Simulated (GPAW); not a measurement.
Runs of GPAW 26.7.0 on K. Symmetry: Im-3m, No. 229, cubic system. The conventional cell has a = 5.395 Å, b = 5.395 Å, c = 5.395 Å, α = 90.00°, β = 90.00°, γ = 90.00°. 

| task | level | potentials or basis | cell | k mesh | cutoff (eV) | smearing | band path | band points | convergence | supercell | supercell k mesh | gap on the mesh (eV) | pressure (GPa) |
| --- | --- | --- | --- | --- | --- | --- | --- | --- | --- | --- | --- | --- | --- |
| single point | PBE | GPAW PAW data sets (gpaw-data 1.2.1), pw | as given | 7 × 7 × 7 | 600 | fermi-dirac 0.05 eV | - | - | - | - | - | none | -0.2 |
| band structure | PBEsol | PAW data sets generated in the run's folder for this functional, pw | as given | 7 × 7 × 7 | 600 | fermi-dirac 0.05 eV | GHNGPH,PN | 80 | - | - | - | - | (a) |
| band structure | revPBE | the program's PAW data sets (release 1.2.1) made for this functional, pw | as given | 7 × 7 × 7 | 600 | fermi-dirac 0.05 eV | GHNGPH,PN | 100 | - | - | - | - | 0.0 |
| gruneisen | r2SCAN+D3(BJ) | GPAW PAW data sets (gpaw-data 1.2.1), pw | relaxed | 4 × 4 × 4 | 510 | fermi-dirac 0.05 eV | - | - | density=1e-06 eigenstates=1e-09 | 2 × 2 × 2 | 2 × 2 × 2 | none | 0.0 |
| single point | LDA | the program's PAW data sets (release 1.2.1) made for this functional, pw | as given | 7 × 7 × 7 | 600 | gaussian 0.1 eV | - | - | - | - | - | none | -0.6 |

Alike in all rows: no spin polarisation.

Q: Fill in the values left out.

A: (a) -0.3.

Caveats: the cutoff is short for stress and forces, so pressures can be off by a GPa or more (some runs); the density grid can change from cell to cell, which puts small steps into energies and stress (some runs); the PAW data sets were made with another functional, which shifts forces and pressure a little (some runs); pairwise dispersion overbinds metals, which lowers pressure and volume (some runs).

A k mesh can miss the band edges.

A gap of «none» marks a metal or a gap under the smearing width.

Not every run made on this cell is shown here.
